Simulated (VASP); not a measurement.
# InP (F-43m) in VASP: a series of runs, part 2 of 2

VASP 6.6.1. The steps go on from the part before.

## (4) Single point, BLYP

File INCAR:

```
PREC = Accurate
ENCUT = 520
EDIFF = 1E-7
ISMEAR = 0
SIGMA = 0.01
LREAL = False
LASPH = True
NELM = 80
ALGO = Normal
ISIF = 2
LWAVE = False
LCHARG = True
GGA = B5
ALDAX = 1.0
AGGAX = 1.0
AGGAC = 1.0
ALDAC = 0.0
LELF = True
LVHAR = True
NBANDS = 16
```

File KPOINTS:

```
regular mesh
0
Gamma
  6 6 6
```

File POSCAR:

```
InP
1.0
    4.1443530000      0.0000000000      0.0000000000
    2.0721765000      3.5891149803      0.0000000000
    2.0721765000      1.1963716601      3.3838500547
In P
1 1
Direct
    0.0000000000      0.0000000000      0.0000000000
    0.2500000000      0.2500000000      0.2500000000
```

Potentials or basis: VASP PAW PBE potentials, release 64 (In_d, P).

Run with:

```
$ cat potpaw_PBE.64/In_d/POTCAR potpaw_PBE.64/P/POTCAR > POTCAR
$ mpirun -np 1 vasp_std > vasp.out
```

OUTCAR:

```text
PREC = Accurate
   ENCUT = 520
   EDIFF = 1E-7
   ISMEAR = 0
   LREAL = False
   LASPH = True
   NELM = 80
   ISIF = 2
   GGA = B5

 ion  position               nearest neighbor table
   1  0.000  0.000  0.000-   2 2.54   2 2.54   2 2.54   2 2.54
   2  0.250  0.250  0.250-   1 2.54   1 2.54   1 2.54   1 2.54

  LATTYP: Found a face centered cubic cell.
 ALAT       =     5.8610002199

  Lattice vectors:

 A1 = (   4.1443530000,   0.0000000000,   0.0000000000)
 A2 = (   2.0721765000,   3.5891149803,   0.0000000000)
 A3 = (   2.0721765000,   1.1963716601,   3.3838500547)

Analysis of symmetry for initial positions (statically):
=====================================================================
 Subroutine PRICEL returns:
 Original cell was already a primitive cell.

 Routine SETGRP: Setting up the symmetry group for a
 face centered cubic supercell.

 Subroutine GETGRP returns: Found 24 space group operations
 (whereof 24 operations were pure point group operations)
 out of a pool of 48 trial point group operations.

The static configuration has the point symmetry T_d .

Analysis of symmetry for dynamics (positions and initial velocities):
=====================================================================
 Subroutine PRICEL returns:
 Original cell was already a primitive cell.

 Routine SETGRP: Setting up the symmetry group for a
 face centered cubic supercell.

 Subroutine GETGRP returns: Found 24 space group operations
 (whereof 24 operations were pure point group operations)
 out of a pool of 48 trial point group operations.

The dynamic configuration has the point symmetry T_d .

 Subroutine INISYM returns: Found 24 space group operations
 (whereof 24 operations are pure point group operations),
 and found     1 'primitive' translations

----------------------------------------------------------------------------------------

                                     Primitive cell
[... 99 lines left out ...]
   IALGO  =     38    algorithm
   IMIX   =      4    mixing-type and parameters
     AMIX     =   0.40;   BMIX     =  1.00
     AMIX_MAG =   1.60;   BMIX_MAG =  1.00
  volume/ion in A,a.u.               =      25.17       169.83
  Fermi-wavevector in a.u.,A,eV,Ry     =   1.162021  2.195901 18.371845  1.350292
  Thomas-Fermi vector in A             =   2.298587
   LORBIT       =      0    0 simple, 1 ext, 2 COOP (PROOUT), +10 PAW based schemes
   GGA     = B5    functional components
   LHFCALC =     F    Hartree Fock is set to
   AEXX    =    0.0000 exact exchange contribution
   IVDW    =     0    specifies the selected vdW correction
   LEPSILON=     F    determine dielectric tensor
   LRPA    =     F    only Hartree local field effects (RPA)
 non-spin polarized calculation
 Gauss-broadening in eV      SIGMA  =   0.01
  energy-cutoff  :      520.00
  volume of cell :       50.33
 maximum number of plane-waves:      1380
   NGX = 15   NGY = 15   NGZ = 15

 number of electron      18.0000005 magnetization

 Free energy of the ion-electron system (eV)
  ---------------------------------------------------
  ext. energy  EPLUGINS =         0.00000000
  ---------------------------------------------------
  free energy    TOTEN  =        -7.04515771 eV

  energy without entropy =       -7.04515771  energy(sigma->0) =       -7.04515771

 E-fermi :   5.7344     XC(G=0):  -8.7149

 val. band max:        5.6232513363   @ k =   0.0000   0.0000   0.0000
 cond. band min:       6.2481305673   @ k =   0.0000   0.0000   0.0000
 fundamental gap:      0.6248792311
 Fermi energy:         5.7344382984

 k-point     1 :       0.0000    0.0000    0.0000
  band No.  band energies     occupation
      1      -8.6111      2.00000
      2      -8.6111      2.00000
      3      -8.6111      2.00000
      4      -8.4574      2.00000
      5      -8.4574      2.00000
      6      -5.8927      2.00000
[... 281 lines left out ...]
      3      -8.5143      2.00000
      4      -8.4860      2.00000
      5      -8.4357      2.00000
      6      -3.4822      2.00000
[... 8 lines left out ...]
     15      16.9617      0.00000
     16      17.6475      0.00000

------------------------ aborting loop because EDIFF is reached ----------------------------------------

  FORCE on cell =-STRESS in cart. coord.  units (eV):
  Direction    XX          YY          ZZ          XY          YZ          ZX
  --------------------------------------------------------------------------------------
  -------------------------------------------------------------------------------------
  Total        2.1291982      2.1291982      2.1291982     -0.0000000     -0.0000000     -0.0000000
  in kB       67.7753010     67.7753010     67.7753010     -0.0000000     -0.0000000     -0.0000000
  external PRESSURE =      67.7753010 kB  Pullay stress =       0.0000000 kB

 VOLUME and BASIS-vectors are now :
 -----------------------------------------------------------------------------
  energy-cutoff  :      520.00
  volume of cell :       50.33
      direct lattice vectors                 reciprocal lattice vectors
     4.144353000  0.000000000  0.000000000     0.241292187 -0.139310109 -0.098507123
     2.072176500  3.589114980  0.000000000     0.000000000  0.278620218 -0.098507123
     2.072176500  1.196371660  3.383850055     0.000000000  0.000000000  0.295521369

 POSITION                                       TOTAL-FORCE (eV/Angst)
 -----------------------------------------------------------------------------------
      0.00000      0.00000      0.00000         0.000000      0.000000      0.000000
      2.07218      1.19637      0.84596        -0.000000     -0.000000     -0.000000
 -----------------------------------------------------------------------------------
    total drift:                               -0.000000     -0.000000     -0.000000

  FREE ENERGIE OF THE ION-ELECTRON SYSTEM (eV)
  ---------------------------------------------------
  free  energy   TOTEN  =        -7.0451577142 eV

  energy  without entropy=       -7.0451577142  energy(sigma->0) =       -7.04515771
```

Wall time 13 s (1 thread of Intel Xeon Platinum 8481C at 2.70GHz (Sapphire Rapids), shared host); peak memory 0.17 GiB.

What came out:

```
Free energy            : -7.0452 eV
Pressure               : 6.8 GPa
Band gap on the k mesh : 0.62 eV, direct
```

Caveat: the PAW data sets were made with another functional, which shifts forces and pressure a little; spin-orbit coupling is left out, which moves the levels of the heavy elements. BLYP gaps usually lie below the measured ones, often by a third to a half.

## (5) Single point, PBE

File INCAR:

```
PREC = Accurate ; ENCUT = 520
EDIFF = 1E-7 ; ISMEAR = 0
SIGMA = 0.01 ; LREAL = F
LASPH = T ; NELM = 100
ALGO = Normal ; ISIF = 2
LWAVE = F ; LCHARG = F
GGA = PE ; NBANDS = 16
```

File KPOINTS:

```
Automatic mesh
0
Gamma
  6 6 6
```

POSCAR is that of step 4.

Run with:

```
$ cat potpaw_PBE.64/In_d/POTCAR potpaw_PBE.64/P/POTCAR > POTCAR
$ mpirun -np 1 vasp_std > vasp.out
```

It took 6.8 s on 1 thread of Intel Xeon Platinum 8481C at 2.70GHz (Sapphire Rapids), shared host; peak memory 0.17 GiB.

Results (log left out):

| Property | Result |
| --- | --- |
| Free energy | -8.3701 eV |
| Pressure | 3.3 GPa |
| Band gap on the k mesh | 0.71 eV, direct |

Levels at points of the mesh, in eV from the valence-band top:
```csv
k point,band 7,band 8,band 9,band 10,band 11,band 12
"(0.00, 0.00, 0.00)",0.00,0.00,0.00,0.71,4.09,4.09
"(0.50, 0.00, 0.00)",-5.73,-0.97,-0.97,1.50,4.81,4.81
"(0.50, 0.50, 0.00)",-5.75,-2.32,-2.32,1.76,2.26,9.21
```

Caveat: spin-orbit coupling is left out, which moves the levels of the heavy elements. Expect the measured gap to be larger: semilocal functionals such as PBE lack the derivative discontinuity.

## (6) The runs side by side

| level | potentials or basis | gap on the mesh (eV) | pressure (GPa) |
| --- | --- | --- | --- |
| revPBE | VASP PAW PBE potentials, release 64 (In_d, P) | 0.81 | 4.6 |
| LDA | VASP PAW LDA potentials, release 64 (In_d, P) | 0.51 | -1.2 |
| BLYP | VASP PAW PBE potentials, release 64 (In_d, P) | 0.62 | 6.8 |
| PBE | VASP PAW PBE potentials, release 64 (In_d, P) | 0.71 | 3.3 |

Alike in all rows: task single point; no spin polarisation; cell as given; k mesh 6 × 6 × 6; cutoff (eV) 520; smearing gaussian 0.01 eV.

Caveats: spin-orbit coupling is left out, which moves the levels of the heavy elements; the PAW data sets were made with another functional, which shifts forces and pressure a little (some runs).

Absolute energies hang on the potentials; compare differences alone.

## (7) Against experiment

Step 3. A measured gap of InP is 1.4236 eV (direct; 1.6 K; a printed reference work, data compilation); the calculated 0.51 eV misses it by -0.92 eV. Spin-orbit coupling on In is left out. The value is that of LDA, without temperature or zero-point motion. Semilocal functionals fall short of measured gaps as a rule.
